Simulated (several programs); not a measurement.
**RbCl (Fm-3m) from semi-empirical methods to plane-wave DFT**

A 2-atom cell of RbCl started from a crystallographic database, relaxed with r2SCAN in Ansatz, was computed with several methods. It is cubic, Fm-3m (No. 225); a = 6.611 Å in the conventional setting, 36.12 Å³ an atom. Around Rb lie 6 Cl at 3.31 Å; around Cl lie 6 Rb at 3.31 Å. Calculated for a static, non-magnetic cell.

```yaml
crystal:
  lattice:
    - [0.00000, 3.30573, 3.30573]
    - [3.30573, 0.00000, 3.30573]
    - [3.30573, 3.30573, 0.00000]
  atoms:
    - { symbol: Rb, position: [0.00000, 0.00000, 0.00000] }
    - { symbol: Cl, position: [0.50000, 0.50000, 0.50000] }
```

Gaps and times are for a single point on this cell; volume and bulk modulus come from each method's own relaxation or energy curve at fixed shape. Times are rough, from shared hosts (AMD EPYC 9R45 96-Core Processor; Intel Xeon Platinum 8488C; NVIDIA H100 80GB HBM3), and each method has its own mesh and cell size. A dagger marks a closed or tiny gap in a crystal that DFT finds insulating: a failure of the method or a wrong SCF state. PM6 (MOPAC), PM7 (MOPAC), GFN1-xTB (tblite), GFN2-xTB (tblite) treat a cluster of cells at its zone centre, which samples few k points: where these miss a band edge, the gap comes out too large for that reason alone. Gaps from k meshes are read at a limited set of points (mesh, symmetry points, PBE's band edges), so each method's own least gap may be somewhat smaller. Force fields have no electrons; where one was fitted to this phase, its volume and modulus reflect the fit. xTB and the PM methods were fitted mostly to molecules, and can miss a solid's gap by electronvolts. Minimal bases can be far off for gaps. Times of the plane-wave rungs are withheld (a dash), since they come from other jobs, hosts and meshes; the meshes of hybrids and Hartree-Fock don't converge their gaps to the digits shown. GLLB-SC's gap includes the derivative discontinuity. G0W0 is at finite bands, cutoff and mesh. d marks a direct gap, i an indirect one (no mark: not told apart), a dash a value that wasn't computed or didn't pass its checks.

| method | kind | gap (eV) | own volume (Å³/atom) | bulk modulus (GPa) | atoms computed | processor time |
| --- | --- | --- | --- | --- | --- | --- |
| PBEsol | semilocal | – | 35.04 | – | 2 | – |
| ffield.eim (LAMMPS) | force field | – | – | – | 2 | 0.16 s |
| light PBE (260 eV, its own mesh) | light plane-wave | 4.96 d | 37.64 | 15 | 2 | 0.52 s |
| PBE | semilocal | 4.96 d | 37.57 | 14 | 2 | – |
| LDA | semilocal | 4.51 d | 32.43 | – | 2 | – |
| r2SCAN | semilocal | 5.56 d | 36.12 | 17 | 2 | – |
| GFN1-xTB (tblite) | tight binding | 3.88 | – | – | cluster | 3.2 s |
| PM7 (MOPAC) | semi-empirical | 0.00† | – | – | cluster | 3.6 s |
| PM6 (MOPAC) | semi-empirical | 11.61 | – | – | cluster | 4.3 s |
| GFN2-xTB (tblite) | tight binding | 2.86 | – | – | cluster | 5.2 s |
| PBE+SOC | semilocal | 4.91 d | – | – | 2 | – |
| GLLB-SC (GPAW) | model potential | 9.72 | – | – | 2 | 8.5 s |
| G0W0@r2SCAN (180 eV screening cutoff) | many-body | 8.02 | – | – | 2 | – |
| G0W0@PBE (260 eV screening cutoff) | many-body | 7.75 | – | – | 2 | – |
| PBE/single zeta (GPAW) | small basis | 4.38 d | – | – | 2 | 13 s |
| G0W0@PBE0 (180 eV screening cutoff) | many-body | 8.50 | – | – | 2 | – |
| PBE/SZV (CP2K) | small basis | 3.63 d | 38.41 | 18 | 2 | 15 s |
| G0W0@LDA (140 eV screening cutoff) | many-body | 7.46 | – | – | 2 | – |
| PBE0 | hybrid | 6.99 d | – | – | 2 | – |
| HSE06 | hybrid | 6.25 d | 36.90 | – | 2 | – |
| G0W0@HSE06 (180 eV screening cutoff) | many-body | 8.29 | – | – | 2 | – |
| PBE/DZVP (CP2K) | small basis | 4.90 d | 37.98 | 14 | 2 | 31 s |
| Hartree-Fock | exact exchange | 13.07 d | – | – | 2 | – |
| DDH-PBE0 | hybrid | 8.49 d | – | – | 2 | – |
| r2SCANh | hybrid | 6.25 d | – | – | 2 | – |
| HSE06+SOC | hybrid | 6.20 d | – | – | 2 | – |

Against HSE06 (6.25 eV) and with closed or daggered gaps left aside, the nearest gap at the points sampled is that of r2SCANh (0.00 eV) and the farthest that of Hartree-Fock (+6.82 eV). HSE06 is only a yardstick of convenience: for gaps this wide it usually falls short of measured ones, so a larger value can be the better one.

Volumes against r2SCAN's: PBEsol -3.0 %, light PBE (260 eV, its own mesh) +4.2 %, PBE +4.0 %, LDA -10.2 %, PBE/SZV (CP2K) +6.3 %, HSE06 +2.2 %, PBE/DZVP (CP2K) +5.1 %.

Only the rows marked +SOC include spin-orbit coupling.
